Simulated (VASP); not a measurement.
Here is a VASP 6.6.1 calculation.

File POSCAR:

```
CdSe                                    
1.0
    0.0000000000      3.0462087304      3.0462087304
    3.0462087304      0.0000000000      3.0462087304
    3.0462087304      3.0462087304      0.0000000000
  Cd              Se            
     1     1
Direct
     0.0000000000000000    0.0000000000000000    0.0000000000000000
     0.7500000000000000    0.7500000000000000    0.7500000000000000
```

Contents of INCAR.step1:

```
SYSTEM = CdSe
ALGO     = Normal         ! electronic algorithm
EDIFF    = 1E-5           ! SCF threshold, eV
ENCUT    = 520            ! plane-wave cutoff, eV
GGA      = PE             ! functional
ISIF     = 2              ! what is computed and relaxed
ISMEAR   = 0              ! smearing method
KPAR     = 8            
LASPH    = .TRUE.         ! aspherical terms in the spheres
LCHARG   = .FALSE.        ! write CHGCAR
LREAL    = .FALSE.        ! projectors in reciprocal space
LWAVE    = .TRUE.         ! write WAVECAR
NELM     = 80             ! most SCF steps
PREC     = Accurate       ! precision mode
SIGMA    = 0.03           ! smearing width, eV
```

Contents of INCAR.step2:

```
SYSTEM = CdSe
AEXX     = 0.25           ! exact-exchange fraction
ALGO     = Normal         ! electronic algorithm
EDIFF    = 1E-7           ! SCF threshold, eV
ENCUT    = 520            ! plane-wave cutoff, eV
GGA      = PE             ! functional
HFRCUT   = -1           
ISIF     = 2              ! what is computed and relaxed
ISMEAR   = 0              ! smearing method
ISTART   = 1            
KPAR     = 8            
LASPH    = .TRUE.         ! aspherical terms in the spheres
LCHARG   = .FALSE.        ! write CHGCAR
LHFCALC  = .TRUE.         ! exact exchange
LREAL    = .FALSE.        ! projectors in reciprocal space
LWAVE    = .FALSE.        ! write WAVECAR
NELM     = 80             ! most SCF steps
PREC     = Accurate       ! precision mode
PRECFOCK = Fast         
SIGMA    = 0.03           ! smearing width, eV
```

The input KPOINTS:

```
k-points
0
G
  6 6 6
  0 0 0
```

File KPOINTS_OPT:

```
explicit points
6
Reciprocal
 0.0000000000  0.0000000000  0.0000000000 1
 0.3750000000  0.3750000000  0.7500000000 1
 0.5000000000  0.5000000000  0.5000000000 1
 0.6250000000  0.2500000000  0.6250000000 1
 0.5000000000  0.2500000000  0.7500000000 1
 0.5000000000  0.0000000000  0.5000000000 1
```

Potentials or basis: VASP PAW PBE potentials, release 64 (Cd, Se).

Launch:

```console
$ cat potpaw_PBE.64/Cd/POTCAR potpaw_PBE.64/Se/POTCAR > POTCAR
$ cp INCAR.step1 INCAR
$ mpirun -np 8 vasp_std > vasp.out
$ cp INCAR.step2 INCAR
$ mpirun -np 8 vasp_std > vasp.out
```

Problem. Estimate the pressure.

Solution. 1.4 GPa.

Problem. What does it give for the band gap along the path?

Solution. 2.15 eV, direct.

Caveat: the PAW data sets were made with another functional, which shifts forces and pressure a little.
